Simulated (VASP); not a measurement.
# BN: A machine-learned force field beside DFT: cell, elastic constants, vibrations

BN, F-43m (no. 216), 8 atoms in the cell. PBEsol, machine-learned force field beside DFT: cell, elastic constants, modes; PAW potentials N, B (PBE set).

Atoms in the training cell: 64; Target temperature (K): 300.

## Input

INCAR.step1:
```
SYSTEM = BN
PREC = Accurate
ENCUT = 520
EDIFF = 1E-7
ISMEAR = 0
SIGMA = 0.05
ALGO = Normal
LREAL = .FALSE.
LASPH = .TRUE.
NELM = 80
NELMIN = 4
LWAVE = .FALSE.
LCHARG = .FALSE.
GGA = PS
KPAR = 8
IBRION = 2
ISIF = 3
NSW = 80
EDIFFG = -0.002
```

INCAR.step2, as INCAR.step1 but for:
```
- EDIFF = 1E-7
- IBRION = 2
- NSW = 80
- EDIFFG = -0.002
+ EDIFF = 1E-8
+ IBRION = 6
+ NFREE = 2
+ POTIM = 0.015
+ NSW = 1
```

INCAR.step3:
```
SYSTEM = BN
ML_LMLFF = .TRUE.
ML_MODE = run
LWAVE = .FALSE.
LCHARG = .FALSE.
IBRION = 2
ISIF = 3
NSW = 300
EDIFFG = -0.002
```

INCAR.step4:
```
SYSTEM = BN
ML_LMLFF = .TRUE.
ML_MODE = run
LWAVE = .FALSE.
LCHARG = .FALSE.
IBRION = 6
ISIF = 3
NFREE = 2
POTIM = 0.015
NSW = 1
```

KPOINTS.step1:
```
k-points
0
Monkhorst-Pack
  6 6 6
```

KPOINTS.step3:
```
k-points
0
Gamma
  1 1 1
```

POSCAR.step1:
```
BN
1.0
    3.6260020000      0.0000000000      0.0000000000
    0.0000000000      3.6260020000      0.0000000000
    0.0000000000      0.0000000000      3.6260020000
N B
4 4
Direct
    0.2500000000      0.2500000000      0.7500000000
    0.2500000000      0.7500000000      0.2500000000
    0.7500000000      0.2500000000      0.2500000000
    0.7500000000      0.7500000000      0.7500000000
    0.0000000000      0.0000000000      0.0000000000
    0.0000000000      0.5000000000      0.5000000000
    0.5000000000      0.0000000000      0.5000000000
    0.5000000000      0.5000000000      0.0000000000
```

Commands (each step's output is kept before the next begins):
```
cat potpaw_PBE.64/N/POTCAR potpaw_PBE.64/B/POTCAR > POTCAR
cp INCAR.step1 INCAR
cp KPOINTS.step1 KPOINTS
cp POSCAR.step1 POSCAR
mpirun -np 8 vasp_std > vasp.out
cp CONTCAR POSCAR
cp INCAR.step2 INCAR
mpirun -np 8 vasp_std > vasp.out
cp ../ML_FF.fit ML_FF
cp INCAR.step3 INCAR
cp KPOINTS.step3 KPOINTS
cp POSCAR.step1 POSCAR
mpirun -np 1 vasp_gam > vasp.out
cp CONTCAR POSCAR
cp INCAR.step4 INCAR
mpirun -np 1 vasp_gam > vasp.out
```

## Result

- Volume (Å³/atom), DFT: 5.869
- Volume (Å³/atom), force field: 5.870
- Bulk modulus (GPa), DFT: 387
- Bulk modulus (GPa), force field: 425
- Shear modulus (GPa), DFT: 389
- Shear modulus (GPa), force field: 384
- Volume error (%): 0.01
- Frequency error (cm⁻¹): 4.5

Elastic constants (GPa):

|  | DFT | Force field |
|---|---|---|
| C11 | 793.3 | 809.5 |
| C12 | 183.7 | 232.5 |
| C13 | 183.7 | 232.5 |
| C22 | 793.3 | 809.5 |
| C23 | 183.7 | 232.5 |
| C33 | 793.3 | 809.5 |
| C44 | 457.3 | 465.0 |
| C55 | 457.3 | 465.0 |
| C66 | 457.3 | 465.0 |

Modes of this cell (cm⁻¹):

| Mode | DFT | Force field |
|---|---|---|
| 1 | -0.0 | -0.0 |
| 2 | -0.0 | -0.0 |
| 3 | -0.0 | -0.0 |
| 4 | 690.9 | 694.2 |
| 5 | 690.9 | 694.2 |
| 6 | 690.9 | 694.2 |
| 7 | 690.9 | 694.2 |
| 8 | 690.9 | 694.2 |
| 9 | 690.9 | 694.2 |
| 10 | 915.6 | 909.4 |
| 11 | 915.6 | 909.4 |
| 12 | 915.6 | 909.4 |
| 13 | 915.6 | 909.4 |
| 14 | 915.6 | 909.4 |
| 15 | 915.6 | 909.4 |
| 16 | 1007.3 | 1002.0 |
| 17 | 1007.3 | 1002.0 |
| 18 | 1007.3 | 1002.0 |
| 19 | 1047.7 | 1042.0 |
| 20 | 1047.7 | 1042.0 |
| 21 | 1047.7 | 1042.0 |
| 22 | 1151.0 | 1148.9 |
| 23 | 1151.0 | 1148.9 |
| 24 | 1151.0 | 1148.9 |

ML_LOGFILE:
```
ML_LOGFILE 0.2.5

* MEMORY INFORMATION ********************

Estimated memory consumption for ML force field generation (MB):

Persistent allocations for force field  :     20.3
|
|-- CMAT for basis  :      0.4
|-- SINV for basis  :      0.4
|-- FMAT for basis  :      0.0
|-- DESC for basis  :      2.0
|-- DESC product matrix  :      0.2

Persistent allocations for ab initio data     :      0.1
|
|-- Ab initio data  :      0.0
|-- Ab initio data (new)  :      0.1

Temporary allocations for sparsification  :      0.0
|
|-- SVD matrices  :      0.0

Other temporary allocations  :      6.3
|
|-- Descriptors  :      0.0
|-- Regression  :      0.0
|-- Prediction  :      6.3

Total memory consumption  :     26.6

********************

* MACHINE LEARNING SETTINGS ********************

General settings
------------------------------------------------------------
Machine learning operation mode in strings (supertag)  :           run (I) ML_MODE
Machine learning operation mode  :             2     ML_ISTART
Machine learning force field type  :        kernel     ML_TYPE
Controls the verbosity of the output at each MD step when machine learning is used  :             0     ML_OUTPUT_MODE
[... 200 lines left out ...]

Program part                                         system clock (sec)       cpu time (sec)
---------------------------------------------------|--------------------|-------------------
Setup (file I/O, parameters,...)                   |              0.089 |              0.089
Descriptor and design matrix                       |              0.000 |              0.000
Sparsification of configurations                   |              0.001 |              0.001
Regression                                         |              0.000 |              0.000
Prediction                                         |              0.041 |              0.041
---------------------------------------------------|--------------------|-------------------
TOTAL                                              |              0.131 |              0.132

********************
```

ML_LOGFILE.step3:
```
ML_LOGFILE 0.2.5

* MEMORY INFORMATION ********************

Estimated memory consumption for ML force field generation (MB):

Persistent allocations for force field  :     20.3
|
|-- CMAT for basis  :      0.4
|-- SINV for basis  :      0.4
|-- FMAT for basis  :      0.0
|-- DESC for basis  :      2.0
|-- DESC product matrix  :      0.2

Persistent allocations for ab initio data     :      0.1
|
|-- Ab initio data  :      0.0
|-- Ab initio data (new)  :      0.1

Temporary allocations for sparsification  :      0.0
|
|-- SVD matrices  :      0.0

Other temporary allocations  :      6.2
|
|-- Descriptors  :      0.0
|-- Regression  :      0.0
|-- Prediction  :      6.2

Total memory consumption  :     26.5

********************

* MACHINE LEARNING SETTINGS ********************

General settings
------------------------------------------------------------
Machine learning operation mode in strings (supertag)  :           run (I) ML_MODE
Machine learning operation mode  :             2     ML_ISTART
Machine learning force field type  :        kernel     ML_TYPE
Controls the verbosity of the output at each MD step when machine learning is used  :             0     ML_OUTPUT_MODE
[... 190 lines left out ...]

Program part                                         system clock (sec)       cpu time (sec)
---------------------------------------------------|--------------------|-------------------
Setup (file I/O, parameters,...)                   |              0.126 |              0.126
Descriptor and design matrix                       |              0.000 |              0.000
Sparsification of configurations                   |              0.001 |              0.001
Regression                                         |              0.000 |              0.000
Prediction                                         |              0.009 |              0.009
---------------------------------------------------|--------------------|-------------------
TOTAL                                              |              0.137 |              0.137

********************
```

VASP 6.6.1 took 50 s on 8 cores (Intel Xeon 6975P-C (Granite Rapids)), a shared host.
